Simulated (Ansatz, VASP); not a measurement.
# Two plane-wave programs on Si16Ge (a cell with a defect)

```xyz
17
Lattice="0.0000 5.4300 5.4300 5.4300 0.0000 5.4300 5.4300 5.4300 0.0000" Properties=species:S:1:pos:R:3 pbc="T T T"
Si   -0.0066    0.0153   -0.0063
Si    1.3577    1.3309    1.3580
Si    2.7700    2.6976   -0.0537
Si    4.1314    4.0756    1.3577
Si    2.7220    0.0153    2.7224
Si    4.0727    1.3610    4.0730
Si    5.4237    2.7063    2.7221
Si    6.7880    4.0756    4.0148
Si   -0.0546    2.6976    2.7696
Si    1.3574    4.0756    4.1312
Si    2.7689    5.4528    2.7686
Si    4.0726    6.7892    4.0729
Si    2.7217    2.7063    5.4240
Si    4.0140    4.0756    6.7883
Si    5.3763    5.4529    5.3773
Si    6.7877    6.8199    6.7880
Ge    6.7876    4.0738    6.7878
```

Alike in both runs: functional PBE; k mesh 2 × 2 × 2; occupations gaussian, width 0.02 eV; no spin polarisation.

Ansatz relaxed the structure, and its values are those at the end. VASP's run is a single point on that final structure, the one shown.

```csv
,VASP,Ansatz
version,VASP 6.6.1,Ansatz 0.2.0
potentials or method,"VASP PAW PBE potentials, release 64 (Si, Ge_d)","scalar-relativistic, plane waves, PAW"
plane-wave cutoff (eV),520,420
valence electrons in the cell,78,78
```

|  | VASP | Ansatz | Ansatz less VASP |
| --- | --- | --- | --- |
| rms of the force components (eV/Å) | 0.009 | 0.009 | -0.0002 |

Caveats: the k mesh is coarse (spacing up to 0.50 Å⁻¹), so the values aren't converged.
